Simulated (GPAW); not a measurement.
This GPAW 26.7.0 run on MgB2 needs a look.

Contents of run.py:

```python
from ase.dft.bandgap import bandgap
from ase.io import read, write
from gpaw import GPAW, PW
from gpaw.response.df import DielectricFunction

atoms = read('MgB2.cif')

calc = GPAW(mode=PW(650),
            xc='GLLBSC',
            kpts={'size': (5, 5, 4), 'gamma': True},
            occupations={'name': 'fermi-dirac', 'width': 0.05},
            nbands=17,
            convergence={'density': 1e-06},
            maxiter=80,
            txt='gpaw.txt')
atoms.calc = calc
energy = atoms.get_potential_energy()
calc.write('gs.gpw')
write('result.traj', atoms)
print('Fermi level:', round(calc.get_fermi_level(), 4), 'eV')
print(f'Gap: {bandgap(calc)[0]:.4f} eV, direct: {bandgap(calc, direct=True)[0]:.4f} eV')

dense = calc.fixed_density(kpts={'size': (6, 6, 5), 'gamma': True},
                           nbands=50, convergence={'bands': 44, 'eigenstates': 1e-7},
                           update_fermi_level=True, txt='dense.txt')
dense.write('dense.gpw', mode='all')

df = DielectricFunction('dense.gpw', frequencies={'type': 'nonlinear', 'domega0': 0.05, 'omega2': 10},
                        eta=5.0, ecut=40, nbands=44, rate='eta', txt='df.txt')
for direction in ['x', 'z']:
    df.get_dielectric_function(xc='RPA', direction=direction, filename=f'df_{direction}.csv')
```

Contents of MgB2.cif:

```cif
data_MgB2
_cell_length_a 3.08500000
_cell_length_b 3.08500000
_cell_length_c 3.52300000
_cell_angle_alpha 90.00000000
_cell_angle_beta 90.00000000
_cell_angle_gamma 120.00000000
_space_group_name_H-M_alt 'P6/mmm'
_space_group_name_Hall '-P 6 2'
_space_group_IT_number 191
loop_
_space_group_symop_operation_xyz
'x,y,z'
'-x,-y,-z'
'x-y,x,z'
'-x+y,-x,-z'
'-y,x-y,z'
'y,-x+y,-z'
'-x,-y,z'
'x,y,-z'
'-x+y,-x,z'
'x-y,x,-z'
'y,-x+y,z'
'-y,x-y,-z'
'-y,-x,-z'
'y,x,z'
'-x,-x+y,-z'
'x,x-y,z'
'-x+y,y,-z'
'x-y,-y,z'
'y,x,-z'
'-y,-x,z'
'x,x-y,-z'
'-x,-x+y,z'
'x-y,-y,-z'
'-x+y,y,z'
loop_
_atom_site_label
_atom_site_type_symbol
_atom_site_symmetry_multiplicity
_atom_site_Wyckoff_symbol
_atom_site_fract_x
_atom_site_fract_y
_atom_site_fract_z
_atom_site_occupancy
Mg1 Mg 1 a 0.0000000000 0.0000000000 0.0000000000 1
B1 B 2 d 0.6666666667 0.3333333333 0.5000000000 1
```

Potentials or basis: the program's PAW data sets (release 1.2.1) made for this functional, pw.

Command:

```console
$ OMP_NUM_THREADS=1 python run.py
```

gpaw.txt:

```text
___ ___ ___ _ _ _
 |   |   |_  | | | |
 | | | | | . | | | |
 |__ |  _|___|_____|  26.7.0
 |___|_|

Input parameters:
  convergence: {density: 1e-06}
  kpts: {gamma: True,
         size: (5, 5, 4)}
  maxiter: 80
  mode: {ecut: 650.0,
         name: pw}
  nbands: 17
  occupations: {name: fermi-dirac,
                width: 0.05}
  xc: GLLBSC

System changes: positions, numbers, cell, pbc, initial_charges, initial_magmoms

Initialize ...

species:
  Mg:
    name:    Magnesium
    Z:       12.0
    valence: 10
    core:    2
    charge:  0.0  # [|e|]
    compensation charges:
      type: gauss
      rc: 0.33  # [Å]
      lmax: 2
    cutoffs:
      filter: 1.86  # [Å]
      core: 0.54  # [Å]
    projectors
    | kind |    occ | energy [eV] | rcut [Å] |
    |------|--------|-------------|----------|
    |   2s |  2.000 |     -81.998 |    1.090 |
    |   3s |  2.000 |      -6.877 |    1.090 |
    |   2p |  6.000 |     -48.239 |    1.085 |
    |   3p |  0.000 |      -3.605 |    1.085 |
    |    d |        |       0.000 |    1.037 |
[... 140 lines left out ...]
   2 B     -0.000000    1.781126    1.761500    ( 0.0000,  0.0000,  0.0000)

Unit cell:
           periodic     x           y           z      points  spacing
  1. axis:    yes    3.085000    0.000000    0.000000    20     0.1336
  2. axis:    yes   -1.542500    2.671688    0.000000    20     0.1336
  3. axis:    yes    0.000000    0.000000    3.523000    21     0.1678

  Lengths:   3.085000   3.085000   3.523000
  Angles:   90.000000  90.000000 120.000000

Effective grid spacing dv^(1/3) = 0.1512

iter:   1   -16.867306
iter:   2   -18.758092   -0.89  -1.04
iter:   3   -19.100773   -2.05  -0.96
iter:   4   -21.143667   -2.13  -0.93
iter:   5   -18.059471   -1.84  -0.78
iter:   6   -16.465345   -1.44  -1.06
iter:   7   -16.493561   -2.57  -1.30
iter:   8   -16.513297   -3.17  -1.87
iter:   9   -16.509172   -4.03  -2.85
iter:  10   -16.479978   -4.47  -2.77
iter:  11   -16.482108   -5.79  -3.39
iter:  12   -16.482713c  -6.95  -4.00
iter:  13   -16.483340c  -8.06c -4.20
iter:  14   -16.483344c  -9.04c -5.04
iter:  15   -16.483396c  -9.47c -4.99
iter:  16   -16.483399c -10.74c -6.13c

Converged after 16 iterations.

Dipole moment: (-0.000000, -0.000000, -0.000000) |e|*Ang

Energy contributions relative to reference atoms: (reference = -6768.498203)

Kinetic:        +19.927025
Potential:      -14.758481
External:        +0.000000
XC:             -21.610458
Entropy (-ST):   -0.005914
Local:           -0.038528
SIC:             +0.000000
--------------------------
Free energy:    -16.486356
Extrapolated:   -16.483399

GLLBSC response reference energy: 7.18228 eV (from Fermi level)

Showing only first 2 kpts
[... 11 lines left out ...]
Fermi level: 7.18228

[... 2 lines left out ...]
Writing to gs.gpw (mode='')
```

On the terminal:

```text
Fermi level: 7.1823 eV
[... 2 lines left out ...]
```

Problem. How did it end, and where is the flaw?

Solution. Self-consistency was reached. The input holds a flaw that was put in on purpose: broadening far too large. The program doesn't stop on it, so the numbers can't be trusted though the run ends normally.
